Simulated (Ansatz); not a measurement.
Input and output for AgBr: DFT, PBE, norm-conserving pseudopotentials, Ansatz's default files, scalar-relativistic (Ansatz 0.2.0).

The cell comes from a relaxation on PAW files under the same functional, begun from a database entry that needn't be the ground state.

Command: `ansatz run input.yaml --threads 1 --pin off --max-ram 2048MiB --backend cpu --events-out ev --progress --plain --runs-dir out` It took 5.4 s on 1 thread of Arm Neoverse V1, on a shared host, peak memory 0.34 GiB.

```yaml
crystal:
  lattice:
    - [0.0, 2.9216321887, 2.9216321887]
    - [2.9216321887, 0.0, 2.9216321887]
    - [2.9216321887, 2.9216321887, 0.0]
  atoms:
    - { symbol: Ag, position: [0.0, 0.0, 0.0] }
    - { symbol: Br, position: [0.5, 0.5, 0.5] }
kpoints:
  mp_grid: { grid: [9, 9, 9] }
scf:
  occupations: { method: fermi_dirac, width: 0.02 }
hamiltonian:
  xc: pbe
  pseudopotentials: { kind: nc }
output:
  forces: true
  stress: true
  eigenvalues: true
```

Output:

```
Engine: ansatz 0.2.0
Pseudopotentials: kind: nc
Pseudopotential: Ag, nc, valence charge 19, recommended cutoff 960 eV (normal), Ag.nc.azcp
Pseudopotential: Br, nc, valence charge 7, recommended cutoff 625.861884 eV (normal), Br.nc.azcp
Functional definition: PBE
  parameter kappa = 0.804
  parameter beta = 0.06672455060314922
  exchange = pbe_x(kappa = kappa, mu = beta*pi^2/3)
  correlation = pbe_c(beta = beta)
Crystal: 2 atoms, lattice volume = 49.878 Å³
Basis set: ecut = 960 eV, 3383 PW (Γ), exchange–correlation on 90×90×90 points (8 copies of the dense FFT grid, shifted against one another)
Bands: 17, of which v1, the nominal top of the filled ones, is band 13 counted from 1 (12 counted from 0)
Symmetry: 48 space group operations
Space group: Fm-3m (ITA 225), of the structure as read, at distance tolerance 3.7e-5 Å
k-points: 35 of 729
Non-local potential: Ag, projectors of the file, l = 0: 2, l = 1: 2, l = 2: 2, l = 3: 1
Non-local potential: Br, projectors of the file, l = 0: 2, l = 1: 2, l = 2: 2
Initial density: superposition of atomic densities (chi_scale 0.1, normalization cell, long waves kept (reshape's long-wave potential 0.00 eV rms))
Initial wavefunctions: pseudopotential atomic-orbital guess
Functional: x = pbe(κ = 0.804, μ = 0.2195149727645171), c = pbe(β = 0.06672455060314922)
SCF iter   1: F=—  HF=-4748.942150 eV  |F-HF|=—  |Δ(HF+E_count)|=         —  Δρ=4.67e-2  dr2=1.22e0  ethr=3.10e-3  ⟨swp⟩=5.0  Hψ=3073  notcnv=0
preconditioner: auto → none  [insulator: Δε(μ)=0.763 eV  Ē_g=10.853 eV  σ=0.020 eV  W_gap=1.00  n_scr=14 (ndim 8)  ℏωp=22.3 eV  f_vac=0.013  D(μ)=0.00/eV (n_scr^D=0)  ε∞_Penn≈5.2]
SCF iter   2: F=—  HF=-4748.614638 eV  |F-HF|=—  |Δ(HF+E_count)|=   3.28e-1  Δρ=2.25e-2  dr2=2.33e-1  ethr=3.10e-3  ⟨swp⟩=3.0  Hψ=1694  notcnv=0
SCF iter   3: F=—  HF=-4748.543191 eV  |F-HF|=—  |Δ(HF+E_count)|=   7.14e-2  Δρ=3.80e-3  dr2=3.28e-3  ethr=8.97e-4  ⟨swp⟩=3.0  Hψ=1498  notcnv=0
SCF iter   4: F=—  HF=-4748.543684 eV  |F-HF|=—  |Δ(HF+E_count)|=   4.93e-4  Δρ=1.14e-3  dr2=4.09e-4  ethr=1.26e-5  ⟨swp⟩=2.0  Hψ=1025  notcnv=0
SCF iter   5: F=—  HF=-4748.543662 eV  |F-HF|=—  |Δ(HF+E_count)|=   2.23e-5  Δρ=3.20e-4  dr2=4.56e-5  ethr=1.57e-6  ⟨swp⟩=2.3  Hψ=1060  notcnv=0
SCF iter   6: F=—  HF=-4748.543773 eV  |F-HF|=—  |Δ(HF+E_count)|=   1.11e-4  Δρ=1.44e-4  dr2=9.97e-6  ethr=1.76e-7  ⟨swp⟩=3.1  Hψ=1022  notcnv=0
SCF iter   7: F=—  HF=-4748.543770 eV  |F-HF|=—  |Δ(HF+E_count)|=   2.93e-6  Δρ=3.22e-5  dr2=5.07e-7  ethr=3.83e-8  ⟨swp⟩=2.4  Hψ=1025  notcnv=0
SCF iter   8: F=-4748.543770 eV  HF=-4748.543770 eV  |F-HF|=7.41e-9  |Δ(HF+E_count)|=   1.54e-7  Δρ=4.40e-6  dr2=8.82e-9  ethr=3.85e-10  ⟨swp⟩=5.9  Hψ=2788  notcnv=0
SCF 1 converged in 8 iterations: F = -4748.543770 eV  dr2 = 8.82e-9
SCF converged after 8 iterations
Free energy (F): -4748.543770 eV
Harris-Foulkes:  -4748.543770 eV  (|F-HF|=7.41e-9)
Internal energy: -4748.543770 eV  (E = F + TS)
E sigma→0 (E₀):  -4748.543770 eV
Fermi energy:    7.733407 eV
--- Per-component energies (eV) ---
  E_band       = -377.847558
  E_kinetic    = 1540.091611
  E_local      = -4243.347507  (includes V_loc(G=0)·N_el)
  E_nonlocal   = 59.721290
  E_hartree    = 1447.402541
  E_xc         = -879.045645
  E_vxc        = -629.111267  (∫ρ·V_xc dr)
  E_ewald      = -2673.366060
  E_smearing   = -0.000000  (= −TS)
  E_closure    = 0.000000  (closes the sum)
  Σ components = -4748.543770   (vs F -4748.543770, Δ=0.00e0)
--- Forces (eV/Å), atoms counted from 1 ---
  atom   1  Ag     0.00000000     0.00000000     0.00000000
  atom   2  Br     0.00000000    -0.00000000     0.00000000
  max |Σ_I F_I| component: 1.18e-30 eV/Å
--- Stress (GPa, compression-positive) ---
       -0.045091      -0.000000      -0.000000
        0.000000      -0.045091       0.000000
        0.000000      -0.000000      -0.045091
  P = ⅓ Tr σ = -0.0451 GPa (-0.451 kbar)
--- Band table (eV; the first three rows and the last of 35) ---
  k-point 0: bands = ["-82.5539", "-46.0738", "-46.0738", "-46.0738", "-7.3751", "4.7913", "4.7913", "4.7913", "4.7913", "4.7913", "5.6283", "5.6283", "5.6283", "8.0634", "17.3131", "17.3131", "17.3131"]
  k-point 1: bands = ["-82.5539", "-46.0740", "-46.0739", "-46.0739", "-7.3335", "4.4878", "4.4878", "4.5596", "4.8213", "4.8213", "5.3124", "5.9801", "5.9801", "8.7315", "16.1757", "17.0253", "17.0253"]
  k-point 2: bands = ["-82.5539", "-46.0744", "-46.0739", "-46.0739", "-7.2248", "3.7725", "4.0529", "4.0529", "4.8987", "4.8987", "5.2213", "6.5447", "6.5447", "9.9157", "14.8131", "15.9141", "15.9141"]
  k-point 34: bands = ["-82.5539", "-46.0747", "-46.0746", "-46.0743", "-6.9438", "3.4264", "3.6954", "3.8566", "5.0845", "5.1062", "5.3107", "5.3694", "6.1121", "11.0624", "14.2288", "14.8907", "15.5176"]
```

The norm-conserving files are those that the library serves for this functional.
